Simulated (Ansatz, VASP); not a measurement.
## One calculation of LiBr, two programs

File INCAR:

```
SYSTEM = LiBr
  PREC = Accurate
  ENCUT = 520
  EDIFF = 1E-7
  ISMEAR = -1
  SIGMA = 0.05
  LREAL = .False.
  LASPH = .True.
  NELM = 80
  ALGO = Normal
  ISIF = 2
  LWAVE = .False.
  LCHARG = .False.
  GGA = PE
  NBANDS = 12
```

Contents of KPOINTS:

```
Automatic mesh
0
Gamma
  8 8 8
  0 0 0
```

File POSCAR:

```
LiBr
1.0
    0.0000000000      2.7868469141      2.7868469141
    2.7868469141      0.0000000000      2.7868469141
    2.7868469141      2.7868469141      0.0000000000
Br Li
1 1
Direct
    0.5000000000      0.5000000000      0.5000000000
    0.0000000000      0.0000000000      0.0000000000
```

File input.yaml:

```yaml
crystal:
  lattice:
    - [0.0, 2.7868469141, 2.7868469141]
    - [2.7868469141, 0.0, 2.7868469141]
    - [2.7868469141, 2.7868469141, 0.0]
  atoms:
    - { symbol: Br, position: [0.5, 0.5, 0.5] }
    - { symbol: Li, position: [0.0, 0.0, 0.0] }
hamiltonian:
  xc: pbe
  pseudopotentials: { kind: paw }
kpoints:
  mp_grid: { grid: [8, 8, 8] }
scf:
  occupations: { method: fermi_dirac, width: 0.05 }
output:
  forces: true
  stress: true
  eigenvalues: true
```

Change from the starting cell: volume scaled by 1.04.

Alike in both runs: task single point; functional PBE; k mesh 8 × 8 × 8; occupations fermi-dirac, width 0.05 eV; no spin polarisation.

```csv
,VASP,Ansatz
version,VASP 6.6.1,Ansatz 0.2.0
potentials or method,"VASP PAW PBE potentials, release 64 (Br, Li_sv)",Ansatz PAW
plane-wave cutoff (eV),520,420
valence electrons in the cell,10,10
```

Ansatz gave:

- gap on the k mesh at the Fermi level (eV): 4.77
- least direct gap on the mesh (eV): 4.77

Task: Which values does VASP return?

Result: gap on the k mesh at the Fermi level (eV): 4.78; least direct gap on the mesh (eV): 4.78.
